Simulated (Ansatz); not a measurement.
A run of Ansatz 0.2.0:

Contents of input.yaml:

```yaml
crystal:
  lattice:
    - [1.579008, 0.904491, 2.385311]
    - [-1.659993, 0.898919, 2.440592]
    - [-0.045318, -1.893479, 2.447092]
  atoms:
    - { symbol: Cd, position: [-0.00029, -0.000245, 0.011729] }
kpoints:
  mp_grid: { grid: [10, 10, 10] }
scf:
  occupations: { method: fermi_dirac, width: 0.05 }
hamiltonian:
  xc: pbe
  pseudopotentials: { kind: all_electron, lapw: { basis_error: 0.001 } }
output:
  forces: true
  stress: true
  eigenvalues: true
  populations: true
```

Potentials or basis: all-electron LAPW, scalar-relativistic.

Launch:

```console
$ ansatz run input.yaml --threads 1 --pin off --max-ram 2560MiB --backend cpu --events-out ev --progress --plain --runs-dir out
```

Hardware: 1 thread of Arm Neoverse V1, on a shared host.

**Question.** Estimate the wall time of this run.

**Answer.** It took 33 s on 1 thread of Arm Neoverse V1 (shared host), peak memory 0.54 GiB. Counts: scf iterations 6, plane waves 163, k points 504, bands 14.
